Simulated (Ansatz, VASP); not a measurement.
# HfC: VASP beside Ansatz

```xyz
2
Lattice="0.0000 2.3256 2.3256 2.3256 0.0000 2.3256 2.3256 2.3256 0.0000" Properties=species:S:1:pos:R:3 pbc="T T T"
Hf    0.0000    0.0000    0.0000
C     2.3256    2.3256    2.3256
```

Alike in both runs: functional PBE; k mesh 15 × 15 × 15; occupations fermi-dirac, width 0.08 eV; no spin polarisation.

Ansatz relaxed the structure, and its values are those at the end. VASP's run is a single point on that final structure, the one shown.

```csv
,VASP,Ansatz
version,VASP 6.6.1,Ansatz 0.2.0
potentials or method,"VASP PAW PBE potentials, release 64 (Hf_pv, C)","PAW with Ansatz's default frozen-core files, scalar-relativistic"
plane-wave cutoff (eV),520,420
valence electrons in the cell,14,30
```

```csv
,VASP,Ansatz,Ansatz less VASP
pressure (GPa),-0.6,0.0,+0.67
```

The two sets of potentials don't hold the same shells in valence.

Spin-orbit coupling is left out, which matters for the levels of Hf.
